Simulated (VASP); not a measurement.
Input of a VASP 6.6.1 run:

INCAR

```
SYSTEM = TiSe2
PREC = Accurate ; ENCUT = 600
EDIFF = 1E-6 ; ISMEAR = 0
SIGMA = 0.03 ; LREAL = .FALSE.
LASPH = .TRUE. ; NELM = 80
ALGO = Normal ; ISIF = 3
LWAVE = .FALSE. ; LCHARG = .FALSE.
GGA = PE ; IVDW = 12
IBRION = 2 ; NSW = 90
EDIFFG = -0.01 ; LATTICE_CONSTRAINTS = .TRUE. .TRUE. .FALSE.
KPAR = 4
```

The input KPOINTS:

```
Automatic mesh
0
G
  12 12 1
  0 0 0
```

File POSCAR:

```
TiSe2
1.0
    3.5360000000      0.0000000000      0.0000000000
   -1.7680000000      3.0622658300      0.0000000000
    0.0000000000      0.0000000000     21.0644416000
Se Ti
2 1
Direct
    0.6666666700      0.3333333300      0.4272603200
    0.3333333300      0.6666666700      0.5727396800
    0.0000000000      0.0000000000      0.5000000000
```

Potentials or basis: VASP PAW PBE potentials, release 64 (Se, Ti_sv).

The run is started by

```console
$ cat potpaw_PBE.64/Se/POTCAR potpaw_PBE.64/Ti_sv/POTCAR > POTCAR
$ mpirun -np 4 vasp_std > vasp.out
```

Q: Predict the dispersion energy per atom.

A: -0.308 eV.

Q: Predict the band gap on the k mesh.

A: None (metal or under the smearing width).

Q: Predict the relaxed volume.

A: 73.41 Å³/atom.

Final structure:
```
Se Ti
1.0
     3.47457    0.00000    0.00000
    -1.73729    3.00907    0.00000
     0.00000    0.00000   21.06444
Se Ti
2 1
Direct
  0.66667 0.33333 0.42533
  0.33333 0.66667 0.57467
  0.00000 0.00000 0.50000
```
